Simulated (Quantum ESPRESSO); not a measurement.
# Zr (P6_3/mmc) in Quantum ESPRESSO: a series of runs

Runs on Zr. Level: PBEsol. Tasks: relaxation of cell and atoms.

All numbers are computed with Quantum ESPRESSO 7.5; they aren't measurements. Logs are shortened: lines on timing, memory, paths and dates and some standing lists are left out, and cuts for length are marked.

## (1) The crystal as given

Symmetry: P6_3/mmc, No. 194, hexagonal system. The conventional cell has a = 3.232 Å, b = 3.232 Å, c = 5.147 Å, α = 90.00°, β = 90.00°, γ = 120.00°. Zr (site symmetry -6m2) has 12 Zr at 3.18 to 3.23 Å as nearest neighbours.

## (2) Relaxation of cell and atoms, PBEsol, target pressure 5 GPa, at which the enthalpy is minimised

Contents of pw.in:

```
&CONTROL
  calculation = 'vc-relax'
  prefix = 'pwscf'
  outdir = './tmp'
  pseudo_dir = './pseudo'
  tprnfor = .true.
  tstress = .true.
  disk_io = 'low'
  nstep = 40
  forc_conv_thr = 0.0004
  etot_conv_thr = 1d-05
/
&SYSTEM
  ibrav = 0
  A = 3.232
  nat = 2
  ntyp = 1
  ecutwfc = 52
  ecutrho = 414
  nbnd = 19
  occupations = 'smearing'
  smearing = 'fd'
  degauss = 0.00367493
/
&ELECTRONS
  conv_thr = 4d-10
  electron_maxstep = 120
  mixing_beta = 0.5
/
&IONS
  ion_dynamics = 'bfgs'
/
&CELL
  cell_dynamics = 'bfgs'
  press = 50
  press_conv_thr = 0.3
/
ATOMIC_SPECIES
Zr    91.2240 zr_pbesol_v1.uspp.F.UPF
CELL_PARAMETERS alat
   1.0000000000    0.0000000000    0.0000000000
  -0.5000000000    0.8660254038    0.0000000000
   0.0000000000    0.0000000000    1.5925123762
ATOMIC_POSITIONS alat
Zr     0.5000000000    0.2886751346    1.1943842822
Zr     0.0000000000    0.5773502692    0.3981280941
K_POINTS automatic
9 9 5 0 0 0
```

Potentials or basis: GBRV 1.5 PBEsol.

Launch:

```
$ OMP_NUM_THREADS=1 mpirun -n 2 pw.x -nk 2 -in pw.in > pw.out
```

pw.out:

```text
This program is part of the open-source Quantum ESPRESSO suite
     for quantum simulation of materials; please cite
         "P. Giannozzi et al., J. Phys.:Condens. Matter 21 395502 (2009);
         "P. Giannozzi et al., J. Phys.:Condens. Matter 29 465901 (2017);
         "P. Giannozzi et al., J. Chem. Phys. 152 154105 (2020);
     in publications or presentations arising from this work. More details at

     Message from routine setup:
     using ibrav=0 with symmetry is DISCOURAGED, use correct ibrav instead

     K-points division:     npool     =       2
     Subspace diagonalization in iterative solution of the eigenvalue problem:
     a serial algorithm will be used

     G-vector sticks info
     --------------------
     sticks:   dense  smooth     PW     G-vecs:    dense   smooth      PW
     Sum        1069     535    163                44679    15855    2671

     Using Slab Decomposition

     bravais-lattice index     =            0
     lattice parameter (alat)  =       6.1076  a.u.
     unit-cell volume          =     314.2130 (a.u.)^3
     number of atoms/cell      =            2
     number of atomic types    =            1
     number of electrons       =        24.00
     number of Kohn-Sham states=           19
     kinetic-energy cutoff     =      52.0000  Ry
     charge density cutoff     =     414.0000  Ry
     scf convergence threshold =      4.0E-10
     mixing beta               =       0.5000
     number of iterations used =            8  plain     mixing
     energy convergence thresh.=      1.0E-05
     force convergence thresh. =      4.0E-04
     press convergence thresh. =      3.0E-01
     Exchange-correlation= SLA  PW   PSX  PSC
                           (   1   4  10   8   0   0   0)
     nstep                     =           40

     celldm(1)=   6.107595  celldm(2)=   0.000000  celldm(3)=   0.000000
     celldm(4)=   0.000000  celldm(5)=   0.000000  celldm(6)=   0.000000

     crystal axes: (cart. coord. in units of alat)
               a(1) = (   1.000000   0.000000   0.000000 )
               a(2) = (  -0.500000   0.866025   0.000000 )
               a(3) = (   0.000000   0.000000   1.592512 )

     reciprocal axes: (cart. coord. in units 2 pi/alat)
               b(1) = (  1.000000  0.577350 -0.000000 )
               b(2) = (  0.000000  1.154701  0.000000 )
               b(3) = (  0.000000 -0.000000  0.627939 )

     PseudoPot. # 1 for Zr read from file:
     zr_pbesol_v1.uspp.F.UPF
     Pseudo is Ultrasoft + core correction, Zval = 12.0
     Generated by new atomic code, or converted to UPF format
     Using radial grid of  887 points,  6 beta functions with:
                l(1) =   0
                l(2) =   0
                l(3) =   1
                l(4) =   1
                l(5) =   2
                l(6) =   2
     Q(r) pseudized with  6 coefficients,  rinner =    1.200   1.200   1.200
                                                       1.200   1.200

     atomic species   valence    mass     pseudopotential
     Zr               12.00    91.22400     Zr( 1.00)

     24 Sym. Ops., with inversion, found (12 have fractional translation)

   Cartesian axes

     site n.     atom                  positions (alat units)
         1        Zr     tau(   1) = (   0.5000000   0.2886751   1.1943843  )
         2        Zr     tau(   2) = (   0.0000000   0.5773503   0.3981281  )

     number of k points=    36  Fermi-Dirac smearing, width (Ry)=  0.0037
[... 2757 lines left out ...]

ATOMIC_POSITIONS (alat)
Zr               0.4836986839        0.2792635653        1.1746056694
Zr               0.0000000000        0.5585271307        0.3915352232
End final coordinates

     Final scf calculation at the relaxed structure.
     The G-vectors are recalculated for the final unit cell
     Results may differ from those at the preceding step.

     G-vector sticks info
     --------------------
     sticks:   dense  smooth     PW     G-vecs:    dense   smooth      PW
     Sum        1003     499    151                41143    14653    2503

     Using Slab Decomposition

     bravais-lattice index     =            0
     lattice parameter (alat)  =       6.1076  a.u.
     unit-cell volume          =     289.1891 (a.u.)^3
     number of atoms/cell      =            2
     number of atomic types    =            1
     number of electrons       =        24.00
     number of Kohn-Sham states=           19
     kinetic-energy cutoff     =      52.0000  Ry
     charge density cutoff     =     414.0000  Ry
     scf convergence threshold =      4.0E-12
     mixing beta               =       0.5000
     number of iterations used =            8  plain     mixing
     press convergence thresh. =      3.0E-01
     Exchange-correlation= SLA  PW   PSX  PSC
                           (   1   4  10   8   0   0   0)

     celldm(1)=   6.107595  celldm(2)=   0.000000  celldm(3)=   0.000000
     celldm(4)=   0.000000  celldm(5)=   0.000000  celldm(6)=   0.000000

     crystal axes: (cart. coord. in units of alat)
               a(1) = (   0.967397   0.000000   0.000000 )
               a(2) = (  -0.483699   0.837791   0.000000 )
               a(3) = (  -0.000000  -0.000000   1.566141 )

     reciprocal axes: (cart. coord. in units 2 pi/alat)
               b(1) = (  1.033701  0.596808  0.000000 )
               b(2) = ( -0.000000  1.193616  0.000000 )
               b(3) = ( -0.000000 -0.000000  0.638512 )

     PseudoPot. # 1 for Zr read from file:
     zr_pbesol_v1.uspp.F.UPF
     Pseudo is Ultrasoft + core correction, Zval = 12.0
     Generated by new atomic code, or converted to UPF format
     Using radial grid of  887 points,  6 beta functions with:
                l(1) =   0
                l(2) =   0
                l(3) =   1
                l(4) =   1
                l(5) =   2
                l(6) =   2
     Q(r) pseudized with  6 coefficients,  rinner =    1.200   1.200   1.200
                                                       1.200   1.200

     atomic species   valence    mass     pseudopotential
     Zr               12.00    91.22400     Zr( 1.00)

     24 Sym. Ops., with inversion, found (12 have fractional translation)

   Cartesian axes

     site n.     atom                  positions (alat units)
         1        Zr     tau(   1) = (   0.4836987   0.2792636   1.1746057  )
         2        Zr     tau(   2) = (   0.0000000   0.5585271   0.3915352  )

     number of k points=    36  Fermi-Dirac smearing, width (Ry)=  0.0037
                       cart. coord. in units 2pi/alat
        k(    1) = (   0.0000000   0.0000000   0.0000000), wk =   0.0049383
        k(    2) = (  -0.0000000  -0.0000000   0.1277024), wk =   0.0098765
        k(    3) = (  -0.0000000  -0.0000000   0.2554049), wk =   0.0098765
        k(    4) = (  -0.0000000   0.1326239   0.0000000), wk =   0.0296296
        k(    5) = (  -0.0000000   0.1326239   0.1277024), wk =   0.0592593
        k(    6) = (  -0.0000000   0.1326239   0.2554049), wk =   0.0592593
[... 28 lines left out ...]
        k(   35) = (   0.3445671   0.5968078   0.1277024), wk =   0.0197531
        k(   36) = (   0.3445671   0.5968078   0.2554049), wk =   0.0197531

     Dense  grid:    41143 G-vectors     FFT dimensions: (  40,  40,  64)

     Smooth grid:    14653 G-vectors     FFT dimensions: (  27,  27,  48)

     Check: negative core charge=   -0.000001

     Initial potential from superposition of free atoms

     starting charge      23.9961, renormalised to      24.0000

     negative rho (up, down):  1.219E-01 0.000E+00
     Starting wfcs are   26 randomized atomic wfcs

     Self-consistent Calculation

     iteration #  1     ecut=    52.00 Ry     beta= 0.50
     Davidson diagonalization with overlap
     ethr =  1.00E-06,  avg # of iterations = 10.2
[... 319 lines left out ...]
     negative rho (up, down):  1.247E-01 0.000E+00
          total   stress  (Ry/bohr**3)                   (kbar)     P=       50.05
   0.00034040  -0.00000000   0.00000000           50.07       -0.00        0.00
  -0.00000000   0.00034040   0.00000000           -0.00       50.07        0.00
   0.00000000  -0.00000000   0.00033993            0.00       -0.00       50.01

=------------------------------------------------------------------------------=
   JOB DONE.
=------------------------------------------------------------------------------=
```

It took 69 s on 2 MPI ranks of Arm Neoverse V2, shared host; peak memory 0.28 GiB.

What came out:

| Quantity | Value |
| --- | --- |
| Free energy | -2697.4778 eV |
| Relaxed volume | 21.43 Å³/atom |
| Relaxed cell | a = 3.127 Å, b = 3.127 Å, c = 5.062 Å, α = 90.00°, β = 90.00°, γ = 120.00° |
| Space group after relaxing (to 0.05 Å) | P6_3/mmc (No. 194) |
| Energy change on relaxing (the enthalpy is what falls) | +6.6 meV/atom |
| Ionic steps | 8 |
| Pressure after relaxing | 5.0 GPa |
| Band gap on the k mesh | none (metal or under the smearing width) |

Step by step:
```csv
step,energy change (eV),largest force (eV/Å),pressure (GPa),volume (Å³)
1,0.0000,0.0000,-3.31,46.56
2,-0.0165,0.0000,0.75,44.62
3,0.0183,0.0000,5.43,42.73
4,0.0134,0.0000,5.04,42.87
5,0.0108,0.0000,4.82,42.94
6,0.0113,0.0000,4.85,42.91
7,0.0127,0.0000,4.96,42.87
8,0.0131,0.0000,5.00,42.85
```

Final structure:
```
Zr
1.0
     3.12663    0.00000    0.00000
    -1.56331    2.70774    0.00000
     0.00000    0.00000    5.06177
Zr
2
Direct
  0.66667 0.33333 0.75000
  0.33333 0.66667 0.25000
```

## (3) Relaxation of cell and atoms, PBEsol, target pressure 10 GPa, at which the enthalpy is minimised

Changes to pw.in since step 2:

```diff
@@ -34,3 +34,3 @@
   cell_dynamics = 'bfgs'
-  press = 50
+  press = 100
   press_conv_thr = 0.3
```

Potentials or basis: GBRV 1.5 PBEsol.

Launch:

```
$ OMP_NUM_THREADS=1 mpirun -n 2 pw.x -nk 2 -in pw.in > pw.out
```

It took 71 s on 2 MPI ranks of Arm Neoverse V2, shared host; peak memory 0.28 GiB.

The run converged. Its results:

| Quantity | Value |
| --- | --- |
| Free energy | -2697.3947 eV |
| Relaxed volume | 20.53 Å³/atom |
| Relaxed cell | a = 3.074 Å, b = 3.074 Å, c = 5.018 Å, α = 90.00°, β = 90.00°, γ = 120.00° |
| Space group after relaxing (to 0.05 Å) | P6_3/mmc (No. 194) |
| Energy change on relaxing (the enthalpy is what falls) | +48.0 meV/atom |
| Ionic steps | 8 |
| Pressure after relaxing | 10.0 GPa |
| Band gap on the k mesh | none (metal or under the smearing width) |

The path:
```tsv
step	energy change (eV)	largest force (eV/Å)	pressure (GPa)	volume (Å³)
1	0.0000	0.0000	-3.31	46.56
2	-0.0015	0.0000	3.51	43.47
3	0.1116	0.0000	10.87	40.88
4	0.0944	0.0000	10.04	41.13
5	0.0884	0.0000	9.72	41.21
6	0.0901	0.0000	9.73	41.16
7	0.0945	0.0000	9.92	41.09
8	0.0959	0.0000	9.99	41.07
```

Final structure:
```
Zr
1.0
     3.07425    0.00000    0.00000
    -1.53712    2.66237    0.00000
     0.00000    0.00000    5.01773
Zr
2
Direct
  0.66667 0.33333 0.75000
  0.33333 0.66667 0.25000
```

Levels at points of the mesh, in eV from the Fermi level:
```csv
k point,band 8,band 9,band 10,band 11,band 12,band 13,band 14,band 15,band 16,band 17
"(0.00, 0.00, 0.00)",-25.83,-5.85,-3.38,0.82,0.91,0.91,1.53,1.67,1.67,2.57
```
